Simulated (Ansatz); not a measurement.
## Moving the functional in Cs

The cell as given:

```xyz
1
Lattice="-2.7501 2.7501 4.0972 2.7501 -2.7501 4.0972 2.7501 2.7501 -4.0972" Properties=species:S:1:pos:R:3 pbc="T T T"
Cs    0.0000    0.0000    0.0000
```

This isn't the form of Cs at room conditions, which is bcc.

Kept alike: task relaxation of cell and atoms; k mesh 7 × 7 × 7; occupations fermi-dirac, width 0.05 eV; no spin polarisation. Program: Ansatz, Ansatz PAW. Cutoffs run from 420 to 500 eV. The mesh is that of the run's cell of 1 atom. No spin-orbit coupling.

| functional | volume (Å³/atom) |
| --- | --- |
| BLYP | 123.948 |
| PBEsol | 108.765 |
| r2SCAN | 123.948 |

Stopped at the starting cell, within the stress tolerance: BLYP, r2SCAN. The relaxations keep at least the cell's symmetry (I4/mmm). For a metal such a mesh leaves the last digits unconverged. Relaxations stop with a little pressure left, so the last digits of a volume or edge aren't settled. Runs of this series that gave no sound value for these columns are left out. All rows use potentials made for PBE.

Problem. What does the functional change here?

Solution. The volume runs from 108.765 (PBEsol) to 123.948 Å³/atom (BLYP; r2SCAN).
